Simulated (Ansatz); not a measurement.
A 2-atom cell of CdSe (F-43m) from a materials database was put through Ansatz (plane waves). The starting cell comes from a relaxation with PBE.

Structure:
```
CELL_PARAMETERS angstrom
0.00000 3.09862 3.09862
3.09862 0.00000 3.09862
3.09862 3.09862 0.00000
ATOMIC_POSITIONS crystal
Cd 0.00000 0.00000 0.00000
Se 0.75000 0.75000 0.75000
```

Abridged output:
```
Pseudopotential: Cd, paw, valence charge 20, recommended cutoff 500 eV (meta_gga)
Pseudopotential: Se, paw, valence charge 16, recommended cutoff 500 eV (meta_gga)
Functional definition: r2SCAN
Crystal: 2 atoms, lattice volume = 59.502 Å³
Basis set: ecut = 500 eV, 1459 PW (Γ)
Bands: 22, of which v1, the nominal top of the filled ones, is band 18 counted from 1 (17 counted from 0)
Symmetry: 24 space group operations
Space group: F-43m (ITA 216)
k-points: 16 of 216 (time reversal used)
preconditioner: auto → none  [insulator: Δε(μ)=0.978 eV  σ=0.020 eV  ℏωp=20.4 eV]
SCF 1 converged in 6 iterations: F = -13747.824684 eV  dr2 = 2.22e-8
relax step 1: F+E_penalty+E_count = -13747.82468436 eV  P = -1.481 GPa  Ω = 59.502 Å³
SCF 2 converged in 7 iterations: F = -13747.832269 eV  dr2 = 6.75e-8
relax step 2: F+E_penalty+E_count = -13747.83226913 eV  P = +0.685 GPa  Ω = 56.967 Å³
SCF 3 converged in 6 iterations: F = -13747.833638 eV  dr2 = 8.71e-8
relax step 3: F+E_penalty+E_count = -13747.83363788 eV  P = -0.036 GPa  Ω = 57.745 Å³
SCF 4 converged in 5 iterations: F = -13747.833279 eV  dr2 = 3.33e-12
relax step 4: F+E_penalty+E_count = -13747.83327939 eV  P = -0.042 GPa  Ω = 57.745 Å³  (SCF on a basis re-selected at this cell)
Free energy (F): -13747.833279 eV
Fermi energy:    7.337340 eV
--- Stress (GPa, compression-positive) ---
       -0.042459       0.000000       0.000000
        0.000000      -0.042459       0.000000
        0.000000       0.000000      -0.042459
  P = ⅓ Tr σ = -0.0425 GPa (-0.425 kbar)
--- Relaxed structure (3 steps of the walk, 3 accepted, 1 SCFs on fresh bases) ---
  F+E_penalty+E_count = -13747.83327939 eV
  cell:  # Å, volume = 57.7447 Å³
    - [0.000000, 3.067802, 3.067802]
    - [3.067802, 0.000000, 3.067802]
    - [3.067802, 3.067802, 0.000000]
  atoms:
    - { symbol: Cd, position: [0.000000, 0.000000, 0.000000] }
    - { symbol: Se, position: [0.750000, 0.750000, 0.750000] }
```

Task: Reconstruct the input.

Result:
```yaml
crystal:
  # lattice and atoms as above
kpoints:
  mp_grid: { grid: [6, 6, 6] }
hamiltonian:
  xc: r2scan
scf:
  occupations: { method: fermi_dirac, width: 0.02 }
relax:
  f_tol: 0.005
  cell: {}
```
The relax steps with a changing cell volume need the relax block with cell. This is the file that was run; thresholds and some counts can't be read off the log exactly.

Run as `ansatz run input.yaml --threads 2 --pin off --max-ram 29491MiB --backend cpu --events-out ev --progress --plain --runs-dir out`. It took 8 s on 2 threads of AMD EPYC 7R13 Processor (Zen 3), with other jobs on the host, load about 1.9 per core; peak host memory 0.62 GiB.

Spin-unpolarised throughout; all numbers are computed.
